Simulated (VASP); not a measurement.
# BAs (F-43m) in VASP: notebook

One crystal, BAs, is run at these levels: PBE; tasks: relaxation of cell and atoms.

Everything below comes from runs of VASP 6.6.1. Logs are shortened: lines on timing, memory, paths and dates and some standing lists are left out, and cuts for length are marked.

## 1. The structure

Symmetry: F-43m, No. 216, cubic system. Conventional cell: a = 4.819 Å, b = 4.819 Å, c = 4.819 Å, α = 90.00°, β = 90.00°, γ = 90.00°. B (site symmetry -43m) is surrounded by 4 As at 2.09 Å. Around As (site symmetry -43m) lie 4 B at 2.09 Å.

The cell is a database's computed one.

## 2. Relaxation of cell and atoms, PBE

Contents of INCAR:

```
ALGO = Fast
EDIFF = 1E-6
EDIFFG = -0.005
ENCUT = 600
GGA = PE
IBRION = 2
ISIF = 3
ISMEAR = 0
KPAR = 2
LASPH = True
LCHARG = False
LREAL = False
LWAVE = False
NELM = 120
NSW = 80
PREC = Accurate
SIGMA = 0.02
```

Contents of KPOINTS:

```
k-points
0
Gamma
  11 11 11
```

Contents of POSCAR:

```
BAs
1.0
    0.0000000000      2.4096270000      2.4096270000
    2.4096270000      0.0000000000      2.4096270000
    2.4096270000      2.4096270000      0.0000000000
B As
1 1
Direct
    0.7500000000      0.7500000000      0.7500000000
    0.0000000000      0.0000000000      0.0000000000
```

Potentials or basis: VASP PAW PBE potentials, release 64 (B, As).

Run with:

```
cat potpaw_PBE.64/B/POTCAR potpaw_PBE.64/As/POTCAR > POTCAR
mpirun -np 2 vasp_std > vasp.out
```

OUTCAR:

```text
EDIFF = 1E-6
   EDIFFG = -0.005
   ENCUT = 600
   GGA = PE
   IBRION = 2
   ISIF = 3
   ISMEAR = 0
   LASPH = True
   LREAL = False
   NELM = 120
   NSW = 80
   PREC = Accurate

 ion  position               nearest neighbor table
   1  0.750  0.750  0.750-   2 2.09   2 2.09   2 2.09   2 2.09
   2  0.000  0.000  0.000-   1 2.09   1 2.09   1 2.09   1 2.09

  LATTYP: Found a face centered cubic cell.
 ALAT       =     4.8192540000

  Lattice vectors:

 A1 = (   0.0000000000,   2.4096270000,   2.4096270000)
 A2 = (   2.4096270000,   0.0000000000,   2.4096270000)
 A3 = (   2.4096270000,   2.4096270000,   0.0000000000)

Analysis of symmetry for initial positions (statically):
=====================================================================
 Subroutine PRICEL returns:
 Original cell was already a primitive cell.

 Routine SETGRP: Setting up the symmetry group for a
 face centered cubic supercell.

 Subroutine GETGRP returns: Found 24 space group operations
 (whereof 24 operations were pure point group operations)
 out of a pool of 48 trial point group operations.

The static configuration has the point symmetry T_d .

Analysis of symmetry for dynamics (positions and initial velocities):
=====================================================================
 Subroutine PRICEL returns:
 Original cell was already a primitive cell.

 Routine SETGRP: Setting up the symmetry group for a
 face centered cubic supercell.

 Subroutine GETGRP returns: Found 24 space group operations
 (whereof 24 operations were pure point group operations)
 out of a pool of 48 trial point group operations.

The dynamic configuration has the point symmetry T_d .

 Subroutine INISYM returns: Found 24 space group operations
 (whereof 24 operations are pure point group operations),
 and found     1 'primitive' translations

----------------------------------------------------------------------------------------

                                     Primitive cell

  volume of cell :      27.9820

  direct lattice vectors                    reciprocal lattice vectors
     0.000000000  2.409627000  2.409627000    -0.207500995  0.207500995  0.207500995
     2.409627000  0.000000000  2.409627000     0.207500995 -0.207500995  0.207500995
     2.409627000  2.409627000  0.000000000     0.207500995  0.207500995 -0.207500995

  length of vectors
     3.407727184  3.407727184  3.407727184     0.359402266  0.359402266  0.359402266

  position of ions in fractional coordinates (direct lattice)
     0.750000000  0.750000000  0.750000000
     0.000000000  0.000000000  0.000000000

  ion indices of the primitive-cell ions
   primitive index   ion index
                 1           1
                 2           2

----------------------------------------------------------------------------------------

 KPOINTS: k-points

Automatic generation of k-mesh.
 Grid dimensions read from file:
 generate k-points for:   11   11   11

 Generating k-lattice:

  Cartesian coordinates                     Fractional coordinates (reciprocal lattice)
    -0.018863727  0.018863727  0.018863727     0.090909091  0.000000000  0.000000000
     0.018863727 -0.018863727  0.018863727     0.000000000  0.090909091  0.000000000
     0.018863727  0.018863727 -0.018863727     0.000000000  0.000000000  0.090909091

  Length of vectors
     0.032672933  0.032672933  0.032672933

  Shift w.r.t. Gamma in fractional coordinates (k-lattice)
     0.000000000  0.000000000  0.000000000

 Subroutine IBZKPT returns following result:
 ===========================================

 Found     56 irreducible k-points:

 Following reciprocal coordinates:
            Coordinates               Weight
  0.000000  0.000000  0.000000      1.000000
  0.090909  0.000000  0.000000      8.000000
  0.181818  0.000000  0.000000      8.000000
  0.272727  0.000000  0.000000      8.000000
  0.363636  0.000000  0.000000      8.000000
  0.454545  0.000000  0.000000      8.000000
[... 16 lines left out ...]
 -0.272727  0.181818  0.000000     24.000000
 -0.181818  0.181818  0.000000     12.000000
 [... further k-points ...]
   k-points           NKPTS =     56   k-points in BZ     NKDIM =     56   number of bands    NBANDS=      8
   number of dos      NEDOS =    301   number of ions     NIONS =      2
   total plane-waves  NPLWV =  21952
   dimension x,y,z NGX =    28 NGY =   28 NGZ =   28
   dimension x,y,z NGXF=    56 NGYF=   56 NGZF=   56
   ions per type =               1   1
   NGX,Y,Z   is equivalent  to a cutoff of  13.66, 13.66, 13.66 a.u.
   NGXF,Y,Z  is equivalent  to a cutoff of  27.32, 27.32, 27.32 a.u.
 SYSTEM =  unknown system
   PREC   = accura    normal or accurate (medium, high low for compatibility)
   ISTART =      0    job   : 0-new  1-cont  2-samecut
   ICHARG =      2    charge: 1-file 2-atom 10-const
   ISPIN  =      1    spin polarized calculation?
   LNONCOLLINEAR =      F non collinear calculations
   LSORBIT =      F    spin-orbit coupling
   LASPH  =      T    aspherical Exc in radial PAW
   ENCUT  =  600.0 eV  44.10 Ry    6.64 a.u.   6.81  6.81  6.81*2*pi/ulx,y,z
   NELM   =    120;   NELMIN=  2; NELMDL= -5     # of ELM steps
   EDIFF  = 0.1E-05   stopping-criterion for ELM
   LREAL  =      F    real-space projection
   EDIFFG = -.5E-02   stopping-criterion for IOM
   NSW    =     80    number of steps for IOM
   IBRION =      2    ionic relax: 0-MD 1-quasi-New 2-CG
   NFREE  =      1    steps in history (QN), initial steepest desc. (CG)
   ISIF   =      3    stress and relaxation
   ISYM   =      2    0-nonsym 1-usesym 2-fastsym
   POTIM  = 0.5000    time-step for ionic-motion
   TEBEG  =    0.0;   TEEND  =   0.0 temperature during run
   PSTRESS=    0.0 pullay stress
   NELECT =       8.0000    total number of electrons
   NUPDOWN=      -1.0000    fix difference up-down
   EMIN   =  10.00;   EMAX   =-10.00  energy-range for DOS
   EFERMI =   0.00;   METHOD = LEGACY
   ISMEAR =     0;   SIGMA  =   0.02  broadening in eV -4-tet -1-fermi 0-gaus
   EFERMI_NEDOS =   21; number of points for ismear=-14 and -15
   IALGO  =     68    algorithm
   IMIX   =      4    mixing-type and parameters
     AMIX     =   0.40;   BMIX     =  1.00
     AMIX_MAG =   1.60;   BMIX_MAG =  1.00
  volume/ion in A,a.u.               =      13.99        94.42
  Fermi-wavevector in a.u.,A,eV,Ry     =   1.078479  2.038030 15.825165  1.163117
  Thomas-Fermi vector in A             =   2.214419
   LORBIT       =      0    0 simple, 1 ext, 2 COOP (PROOUT), +10 PAW based schemes
   GGA     = PE    functional components
   LHFCALC =     F    Hartree Fock is set to
   AEXX    =    0.0000 exact exchange contribution
   IVDW    =     0    specifies the selected vdW correction
   LEPSILON=     F    determine dielectric tensor
   LRPA    =     F    only Hartree local field effects (RPA)
 conjugate gradient relaxation of ions
 non-spin polarized calculation
 RMM-DIIS sequential band-by-band and
 Gauss-broadening in eV      SIGMA  =   0.02
  energy-cutoff  :      600.00
  volume of cell :       27.98
 maximum number of plane-waves:       950
   NGX = 13   NGY = 13   NGZ = 13

--------------------------------------- Ionic step        1  -------------------------------------------

 number of electron       8.0000000 magnetization

 Free energy of the ion-electron system (eV)
  ---------------------------------------------------
  ext. energy  EPLUGINS =         0.00000000
  ---------------------------------------------------
  free energy    TOTEN  =       -11.41473487 eV

  energy without entropy =      -11.41473487  energy(sigma->0) =      -11.41473487

------------------------ aborting loop because EDIFF is reached ----------------------------------------

  FORCE on cell =-STRESS in cart. coord.  units (eV):
  Direction    XX          YY          ZZ          XY          YZ          ZX
  --------------------------------------------------------------------------------------
  -------------------------------------------------------------------------------------
  Total       -0.0414332     -0.0414332     -0.0414332      0.0000000      0.0000000      0.0000000
  in kB       -2.3723546     -2.3723546     -2.3723546      0.0000000      0.0000000      0.0000000
  external PRESSURE =      -2.3723546 kB  Pullay stress =       0.0000000 kB
[... 57 lines left out ...]
  energy  without entropy=      -11.4147576317  energy(sigma->0) =      -11.41475763

--------------------------------------- Ionic step        3  -------------------------------------------

 number of electron       8.0000000 magnetization

 Free energy of the ion-electron system (eV)
  ---------------------------------------------------
  ext. energy  EPLUGINS =         0.00000000
  ---------------------------------------------------
  free energy    TOTEN  =       -11.41477337 eV

  energy without entropy =      -11.41477337  energy(sigma->0) =      -11.41477337

 E-fermi :   6.0213     XC(G=0): -10.4780

 val. band max:        5.8568743739   @ k =   0.0000   0.0000   0.0000
 cond. band min:       7.0848925819   @ k =   0.3636   0.3636   0.0000
 fundamental gap:      1.2280182080
 Fermi energy:         6.0212952936

 k-point     1 :       0.0000    0.0000    0.0000
  band No.  band energies     occupation
      1      -9.3218      2.00000
      2       5.8569      2.00000
      3       5.8569      2.00000
      4       5.8569      2.00000
      5       9.1030      0.00000
      6       9.1030      0.00000
      7       9.1030      0.00000
      8      10.2332      0.00000
[... 243 lines left out ...]
 k-point    24 :      -0.1818    0.1818    0.0000
  band No.  band energies     occupation
      1      -7.9535      2.00000
      2       0.9348      2.00000
      3       2.2964      2.00000
      4       4.8142      2.00000
      5       9.7389      0.00000
      6      10.6027      0.00000
      7      11.4368      0.00000
      8      12.7205      0.00000

 [... further k-points ...]

------------------------ aborting loop because EDIFF is reached ----------------------------------------

  FORCE on cell =-STRESS in cart. coord.  units (eV):
  Direction    XX          YY          ZZ          XY          YZ          ZX
  --------------------------------------------------------------------------------------
  -------------------------------------------------------------------------------------
  Total        0.0013644      0.0013644      0.0013644     -0.0000000      0.0000000      0.0000000
  in kB        0.0782651      0.0782651      0.0782651     -0.0000000      0.0000000      0.0000000
  external PRESSURE =       0.0782651 kB  Pullay stress =       0.0000000 kB
[... 17 lines left out ...]
  FREE ENERGIE OF THE ION-ELECTRON SYSTEM (eV)
  ---------------------------------------------------
  free  energy   TOTEN  =       -11.4147733685 eV

  energy  without entropy=      -11.4147733685  energy(sigma->0) =      -11.41477337

 reached required accuracy - stopping structural energy minimisation
```

Run time: 23 s. Hardware: 2 MPI ranks of AMD EPYC 7R43 (Zen 3), shared host; peak memory 0.14 GiB.

Results:

* Free energy: -11.4148 eV
* Relaxed volume: 13.97 Å³/atom
* Relaxed cell: a = 3.406 Å, b = 3.406 Å, c = 3.406 Å, α = 60.00°, β = 60.00°, γ = 60.00°
* Space group after relaxing (to 0.05 Å): F-43m (No. 216)
* Energy gained by relaxing: 0.0 meV/atom
* Ionic steps: 3
* Pressure after relaxing: 0.0 GPa
* Band gap on the k mesh: 1.23 eV, indirect (least direct gap 3.25 eV)

Final structure:
```
B As
1.0
     0.00000    2.40817    2.40817
     2.40817    0.00000    2.40817
     2.40817    2.40817    0.00000
B As
1 1
Direct
  0.75000 0.75000 0.75000
  0.00000 0.00000 0.00000
```

Levels at points of the mesh, in eV from the valence-band top:
| k point | band 1 | band 2 | band 3 | band 4 | band 5 | band 6 | band 7 | band 8 |
| --- | --- | --- | --- | --- | --- | --- | --- | --- |
| (0.00, 0.00, 0.00) | -15.18 | 0.00 | 0.00 | 0.00 | 3.25 | 3.25 | 3.25 | 4.38 |

Caveat: an odd mesh through Γ misses points on the zone boundary, where band edges often lie.

## 3. Relaxation of cell and atoms, PBE

INCAR is that of step 2.

KPOINTS is that of step 2.

Contents of POSCAR:

```
BAs                                     
1.0
    0.0000000000      2.4081689825      2.4081689825
    2.4081689825     -0.0000000000      2.4081689825
    2.4081689825      2.4081689825      0.0000000000
  B               As            
     1     1
Direct
     0.7500000000000000    0.7500000000000000    0.7500000000000000
     0.0000000000000000    0.0000000000000000    0.0000000000000000
```

Potentials or basis: VASP PAW PBE potentials, release 64 (B, As).

Run with:

```
cat potpaw_PBE.64/B/POTCAR potpaw_PBE.64/As/POTCAR > POTCAR
mpirun -np 2 vasp_std > vasp.out
```

Run time: 11 s. Hardware: 2 MPI ranks of AMD EPYC 7R43 (Zen 3), shared host; peak memory 0.12 GiB.

Results (log left out):

- Free energy: -11.4148 eV
- Pressure after relaxing: 0.0 GPa
- Band gap on the k mesh: 1.23 eV, indirect (least direct gap 3.25 eV)

Final structure:
```
B As
1.0
     0.00000    2.40817    2.40817
     2.40817    0.00000    2.40817
     2.40817    2.40817    0.00000
B As
1 1
Direct
  0.75000 0.75000 0.75000
  0.00000 0.00000 0.00000
```

Levels at points of the mesh, in eV from the valence-band top:
| k point | band 2 | band 3 | band 4 | band 5 | band 6 | band 7 |
| --- | --- | --- | --- | --- | --- | --- |
| (0.00, 0.00, 0.00) | 0.00 | 0.00 | 0.00 | 3.25 | 3.25 | 3.25 |

Caveat: the relaxation stopped at its first step, so nothing moved; an odd mesh through Γ misses points on the zone boundary, where band edges often lie. A hybrid or GW would open this gap; PBE tends to underestimate it.
